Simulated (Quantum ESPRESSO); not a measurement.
# Ti in Quantum ESPRESSO: a series of runs

One slab, Ti, is run at these levels: PBE; tasks: work function.

All numbers are computed with Quantum ESPRESSO 7.5; they aren't measurements. Logs are shortened: lines on timing, memory, paths and dates and some standing lists are left out, and cuts for length are marked.

## 1. The slab as given

The cell holds a slab with vacuum, 6 atoms: a = 2.871 Å, b = 2.871 Å, c = 25.150 Å, α = 90.00°, β = 90.00°, γ = 90.00°.

The slab is cut from a database's or a generator's crystal, which needn't be the stable form of the element.

## 2. Work function, PBE

Contents of pw.in:

```
&CONTROL
  calculation = 'scf'
  prefix = 'pwscf'
  outdir = './tmp'
  pseudo_dir = './pseudo'
  tprnfor = .true.
  disk_io = 'low'
/
&SYSTEM
  ibrav = 0
  celldm(1) = 8
  nat = 6
  ntyp = 1
  ecutwfc = 84
  nbnd = 48
  occupations = 'smearing'
  smearing = 'fd'
  degauss = 0.00367493
/
&ELECTRONS
  conv_thr = 6d-09
  electron_maxstep = 150
  mixing_beta = 0.3
  mixing_mode = 'local-TF'
/
ATOMIC_SPECIES
Ti    47.8670 Ti.upf
CELL_PARAMETERS alat
  0.6781408648339  -0.0000000000000   0.0000000000000
 -0.0000000000000   0.6781408648339   0.0000000000000
  0.0000000000000   0.0000000000000   5.9408265042923
ATOMIC_POSITIONS crystal
Ti     0.5000000000    0.5000000000    0.2982107356
Ti     0.0000000000    0.0000000000    0.3789264414
Ti     0.5000000000    0.5000000000    0.4596421471
Ti     0.0000000000    0.0000000000    0.5403578529
Ti     0.5000000000    0.5000000000    0.6210735586
Ti     0.0000000000    0.0000000000    0.7017892644
K_POINTS automatic
9 9 1 0 0 0
```

Contents of pp_density.in:

```
&INPUTPP
  prefix = 'pwscf'
  outdir = './tmp'
  filplot = 'density.dat'
  plot_num = 0
/
&PLOT
  nfile = 1
  filepp(1) = 'density.dat'
  iflag = 3
  output_format = 6
  fileout = 'density.cube'
/
```

Contents of pp_potential.in:

```
&INPUTPP
  prefix = 'pwscf'
  outdir = './tmp'
  filplot = 'potential.dat'
  plot_num = 11
/
&PLOT
  nfile = 1
  filepp(1) = 'potential.dat'
  iflag = 3
  output_format = 6
  fileout = 'potential.cube'
/
```

Contents of pp_elf.in:

```
&INPUTPP
  prefix = 'pwscf'
  outdir = './tmp'
  filplot = 'elf.dat'
  plot_num = 8
/
&PLOT
  nfile = 1
  filepp(1) = 'elf.dat'
  iflag = 3
  output_format = 6
  fileout = 'elf.cube'
/
```

Potentials or basis: PseudoDojo 0.4.1 SR PBE standard.

Command:

```console
OMP_NUM_THREADS=1 mpirun -n 2 pw.x -nk 2 -in pw.in > pw.out
OMP_NUM_THREADS=1 mpirun -n 1 pp.x -in pp_density.in > pp_density.out
OMP_NUM_THREADS=1 mpirun -n 1 pp.x -in pp_potential.in > pp_potential.out
OMP_NUM_THREADS=1 mpirun -n 1 pp.x -in pp_elf.in > pp_elf.out
```

pw.out:

```text
This program is part of the open-source Quantum ESPRESSO suite
     for quantum simulation of materials; please cite
         "P. Giannozzi et al., J. Phys.:Condens. Matter 21 395502 (2009);
         "P. Giannozzi et al., J. Phys.:Condens. Matter 29 465901 (2017);
         "P. Giannozzi et al., J. Chem. Phys. 152 154105 (2020);
     in publications or presentations arising from this work. More details at

     Message from routine setup:
     using ibrav=0 with symmetry is DISCOURAGED, use correct ibrav instead

     K-points division:     npool     =       2
     Subspace diagonalization in iterative solution of the eigenvalue problem:
     a serial algorithm will be used

     G-vector sticks info
     --------------------
     sticks:   dense  smooth     PW     G-vecs:    dense   smooth      PW
     Sum         793     793    225               145629   145629   22813

     Using Slab Decomposition

     bravais-lattice index     =            0
     lattice parameter (alat)  =       8.0000  a.u.
     unit-cell volume          =    1398.8033 (a.u.)^3
     number of atoms/cell      =            6
     number of atomic types    =            1
     number of electrons       =        72.00
     number of Kohn-Sham states=           48
     kinetic-energy cutoff     =      84.0000  Ry
     charge density cutoff     =     336.0000  Ry
     scf convergence threshold =      6.0E-09
     mixing beta               =       0.3000
     number of iterations used =            8  local-TF  mixing
     Exchange-correlation= PBE
                           (   1   4   3   4   0   0   0)

     celldm(1)=   8.000000  celldm(2)=   0.000000  celldm(3)=   0.000000
     celldm(4)=   0.000000  celldm(5)=   0.000000  celldm(6)=   0.000000

     crystal axes: (cart. coord. in units of alat)
               a(1) = (   0.678141  -0.000000   0.000000 )
               a(2) = (  -0.000000   0.678141   0.000000 )
               a(3) = (   0.000000   0.000000   5.940827 )

     reciprocal axes: (cart. coord. in units 2 pi/alat)
               b(1) = (  1.474620  0.000000 -0.000000 )
               b(2) = (  0.000000  1.474620 -0.000000 )
               b(3) = ( -0.000000 -0.000000  0.168327 )

     PseudoPot. # 1 for Ti read from file:
     Ti.upf
     Pseudo is Norm-conserving + core correction, Zval = 12.0
     Generated using ONCVPSP code by D. R. Hamann
     Using radial grid of 1586 points,  6 beta functions with:
                l(1) =   0
                l(2) =   0
                l(3) =   1
                l(4) =   1
                l(5) =   2
                l(6) =   2

     atomic species   valence    mass     pseudopotential
     Ti               12.00    47.86700     Ti( 1.00)

     16 Sym. Ops., with inversion, found ( 8 have fractional translation)

   Cartesian axes

     site n.     atom                  positions (alat units)
         1        Ti     tau(   1) = (   0.3390704   0.3390704   1.7716182  )
         2        Ti     tau(   2) = (   0.0000000   0.0000000   2.2511362  )
         3        Ti     tau(   3) = (   0.3390704   0.3390704   2.7306542  )
         4        Ti     tau(   4) = (   0.0000000   0.0000000   3.2101723  )
         5        Ti     tau(   5) = (   0.3390704   0.3390704   3.6896903  )
         6        Ti     tau(   6) = (   0.0000000   0.0000000   4.1692083  )

     number of k points=    15  Fermi-Dirac smearing, width (Ry)=  0.0037
                       cart. coord. in units 2pi/alat
        k(    1) = (   0.0000000   0.0000000   0.0000000), wk =   0.0246914
        k(    2) = (   0.0000000   0.1638467   0.0000000), wk =   0.0987654
        k(    3) = (   0.0000000   0.3276933   0.0000000), wk =   0.0987654
        k(    4) = (   0.0000000   0.4915400   0.0000000), wk =   0.0987654
        k(    5) = (   0.0000000   0.6553866   0.0000000), wk =   0.0987654
        k(    6) = (   0.1638467   0.1638467   0.0000000), wk =   0.0987654
        k(    7) = (   0.1638467   0.3276933   0.0000000), wk =   0.1975309
        k(    8) = (   0.1638467   0.4915400   0.0000000), wk =   0.1975309
        k(    9) = (   0.1638467   0.6553866   0.0000000), wk =   0.1975309
        k(   10) = (   0.3276933   0.3276933   0.0000000), wk =   0.0987654
        k(   11) = (   0.3276933   0.4915400   0.0000000), wk =   0.1975309
        k(   12) = (   0.3276933   0.6553866   0.0000000), wk =   0.1975309
        k(   13) = (   0.4915400   0.4915400   0.0000000), wk =   0.0987654
        k(   14) = (   0.4915400   0.6553866   0.0000000), wk =   0.1975309
        k(   15) = (   0.6553866   0.6553866   0.0000000), wk =   0.0987654

     Dense  grid:   145629 G-vectors     FFT dimensions: (  32,  32, 288)

     Initial potential from superposition of free atoms

     starting charge      71.9905, renormalised to      72.0000

     negative rho (up, down):  2.860E-05 0.000E+00
     Starting wfcs are   60 randomized atomic wfcs

     Self-consistent Calculation

     iteration #  1     ecut=    84.00 Ry     beta= 0.30
     Davidson diagonalization with overlap
     ethr =  1.00E-02,  avg # of iterations =  3.2

     total energy              =    -712.18346711 Ry
     estimated scf accuracy    <       9.28722728 Ry

     iteration #  2     ecut=    84.00 Ry     beta= 0.30
     Davidson diagonalization with overlap
     ethr =  1.00E-02,  avg # of iterations =  1.0

     total energy              =    -712.13107834 Ry
     estimated scf accuracy    <       2.52650445 Ry

     iteration #  3     ecut=    84.00 Ry     beta= 0.30
     Davidson diagonalization with overlap
     ethr =  3.51E-03,  avg # of iterations =  1.0
[... 59 lines left out ...]
     total energy              =    -712.10667629 Ry
     estimated scf accuracy    <       0.03971287 Ry

     iteration # 12     ecut=    84.00 Ry     beta= 0.30
     Davidson diagonalization with overlap
     ethr =  5.52E-05,  avg # of iterations =  6.2

     negative rho (up, down):  1.255E-03 0.000E+00

     total energy              =    -712.11157701 Ry
     estimated scf accuracy    <       0.01170175 Ry

     iteration # 13     ecut=    84.00 Ry     beta= 0.30
     Davidson diagonalization with overlap
     c_bands:  1 eigenvalues not converged
     ethr =  1.63E-05,  avg # of iterations = 10.8

     negative rho (up, down):  4.268E-03 0.000E+00

     total energy              =    -712.10774871 Ry
     estimated scf accuracy    <       0.16292208 Ry

     iteration # 14     ecut=    84.00 Ry     beta= 0.30
     Davidson diagonalization with overlap
     ethr =  1.63E-05,  avg # of iterations =  4.0

     negative rho (up, down):  3.161E-03 0.000E+00

     total energy              =    -712.11059954 Ry
     estimated scf accuracy    <       0.02449866 Ry

     iteration # 15     ecut=    84.00 Ry     beta= 0.30
     Davidson diagonalization with overlap
     ethr =  1.63E-05,  avg # of iterations =  1.0
[... 12 lines left out ...]
     total energy              =    -712.10889767 Ry
     estimated scf accuracy    <       0.01469313 Ry

     iteration # 17     ecut=    84.00 Ry     beta= 0.30
     Davidson diagonalization with overlap
     ethr =  1.63E-05,  avg # of iterations =  1.9

     negative rho (up, down):  1.919E-04 0.000E+00

     total energy              =    -712.10968693 Ry
     estimated scf accuracy    <       0.00008236 Ry

     iteration # 18     ecut=    84.00 Ry     beta= 0.30
     Davidson diagonalization with overlap
     c_bands:  1 eigenvalues not converged
     ethr =  1.14E-07,  avg # of iterations = 11.1

     negative rho (up, down):  1.803E-04 0.000E+00

     total energy              =    -712.10983217 Ry
     estimated scf accuracy    <       0.00024359 Ry

     iteration # 19     ecut=    84.00 Ry     beta= 0.30
     Davidson diagonalization with overlap
     ethr =  1.14E-07,  avg # of iterations =  3.1

     negative rho (up, down):  3.037E-05 0.000E+00

     total energy              =    -712.10983812 Ry
     estimated scf accuracy    <       0.00016110 Ry

     iteration # 20     ecut=    84.00 Ry     beta= 0.30
     Davidson diagonalization with overlap
     ethr =  1.14E-07,  avg # of iterations =  1.2
[... 56 lines left out ...]
     total energy              =    -712.10983695 Ry
     estimated scf accuracy    <       0.00000003 Ry

     iteration # 28     ecut=    84.00 Ry     beta= 0.30
     Davidson diagonalization with overlap
     ethr =  3.48E-11,  avg # of iterations =  5.1

     total energy              =    -712.10983703 Ry
     estimated scf accuracy    <       0.00000002 Ry

     iteration # 29     ecut=    84.00 Ry     beta= 0.30
     Davidson diagonalization with overlap
     ethr =  2.72E-11,  avg # of iterations =  2.8

     End of self-consistent calculation

          k = 0.0000 0.0000 0.0000 ( 18131 PWs)   bands (ev):

   -52.0600 -52.0600 -51.8197 -51.7807 -51.7216 -51.6656 -28.4768 -28.4678
   -28.2746 -28.0876 -28.0876 -28.0871 -28.0871 -28.0738 -27.9061 -27.9061
   -27.8665 -27.8530 -27.8530 -27.7729 -27.7729 -27.7239 -27.6941 -27.6941
    -1.1263  -0.4351   0.5130   1.4553   2.0339   2.1120   3.0681   3.3666
     3.8380   4.4188   4.7607   4.7613   5.0235   5.5041   5.7817   5.7817
     6.0736   6.0736   6.2039   6.3271   6.5469   6.5469   6.7770   7.1622

          k = 0.0000 0.1638 0.0000 ( 18120 PWs)   bands (ev):

   -52.0537 -52.0536 -51.8100 -51.7741 -51.7181 -51.6647 -28.4650 -28.4603
   -28.2773 -28.1614 -28.1315 -28.0814 -28.0811 -28.0718 -27.9401 -27.9317
   -27.8968 -27.8481 -27.8435 -27.8153 -27.7720 -27.7253 -27.7181 -27.6965
    -0.8590  -0.1834   0.7458   1.6735   2.2473   2.3160   3.1995   3.4817
     3.9274   4.4658   4.7759   4.7784   5.0536   5.5557   5.6844   5.8531
     5.8736   5.9143   6.0800   6.1537   6.3663   6.4530   6.5056   7.0423
[... 102 lines left out ...]
   -51.9724 -51.9724 -51.6824 -51.6821 -51.6589 -51.6508 -28.4527 -28.4524
   -28.4062 -28.4045 -28.3237 -28.3233 -28.2737 -28.2709 -28.1899 -28.1747
   -28.0756 -28.0356 -27.9808 -27.9452 -27.9276 -27.9024 -27.8705 -27.8698
     2.3774   2.6458   2.8522   3.0719   3.3768   3.3922   3.3968   3.5305
     3.5853   3.6903   3.9872   4.0721   4.8418   4.9811   5.5277   5.6402
     6.4679   6.5298   6.6549   6.7151   6.9314   6.9656   7.2871   7.2914

          k = 0.6554 0.6554 0.0000 ( 18250 PWs)   bands (ev):

   -51.9622 -51.9622 -51.6714 -51.6713 -51.6465 -51.6437 -28.4561 -28.4554
   -28.4529 -28.4508 -28.3232 -28.3187 -28.2983 -28.2930 -28.2038 -28.1961
   -28.0942 -28.0752 -27.9859 -27.9642 -27.9383 -27.9309 -27.9127 -27.9047
     2.2716   2.3465   2.7345   2.7886   3.1590   3.1595   3.2200   3.2452
     3.5145   3.5460   4.0932   4.1604   4.8888   4.9875   5.9375   6.0400
     6.8524   6.9032   7.3611   7.3809   7.5444   7.6115   7.6496   8.0774

     the Fermi energy is     4.7746 ev

!    total energy              =    -712.10983703 Ry
     estimated scf accuracy    <          2.1E-09 Ry
     smearing contrib. (-TS)   =      -0.00858982 Ry
     internal energy E=F+TS    =    -712.10124720 Ry

     The total energy is F=E-TS. E is the sum of the following terms:
     one-electron contribution =   -4973.56474734 Ry
     hartree contribution      =    2488.07140924 Ry
     xc contribution           =    -104.64979944 Ry
     ewald contribution        =    1878.04189033 Ry

     convergence has been achieved in  29 iterations

     Forces acting on atoms (cartesian axes, Ry/au):

     atom    1 type  1   force =     0.00000000    0.00000000    0.01510340
     atom    2 type  1   force =     0.00000000    0.00000000   -0.02771659
     atom    3 type  1   force =     0.00000000    0.00000000   -0.00034379
     atom    4 type  1   force =     0.00000000    0.00000000    0.00034379
     atom    5 type  1   force =     0.00000000    0.00000000    0.02771659
     atom    6 type  1   force =     0.00000000    0.00000000   -0.01510340

     Total force =     0.044642     Total SCF correction =     0.000188

=------------------------------------------------------------------------------=
   JOB DONE.
=------------------------------------------------------------------------------=
```

Run time: 5.1 min. Hardware: 2 MPI ranks of Arm Neoverse V1, shared host; peak memory 0.72 GiB.

What came out:

| Property | Result |
| --- | --- |
| Free energy | -9688.7479 eV |
| Largest force | 0.713 eV/Å |
| Band gap on the k mesh | none (metal or under the smearing width) |
| Work function of the upper face | 4.09 eV |
| Work function of the lower face | 4.09 eV |

Forces on the atoms (eV/Å):
```
Ti   0.000  0.000  0.388
Ti   0.000  0.000 -0.713
Ti   0.000  0.000 -0.009
Ti   0.000  0.000  0.009
Ti   0.000  0.000  0.713
Ti   0.000  0.000 -0.388
```

Levels at points of the mesh, in eV from the Fermi level:
| k point | band 33 | band 34 | band 35 | band 36 | band 37 | band 38 | band 39 | band 40 |
| --- | --- | --- | --- | --- | --- | --- | --- | --- |
| (0.00, 0.00, 0.00) | -0.94 | -0.36 | -0.01 | -0.01 | 0.25 | 0.73 | 1.01 | 1.01 |

(Part 1 of 2 ends here.)
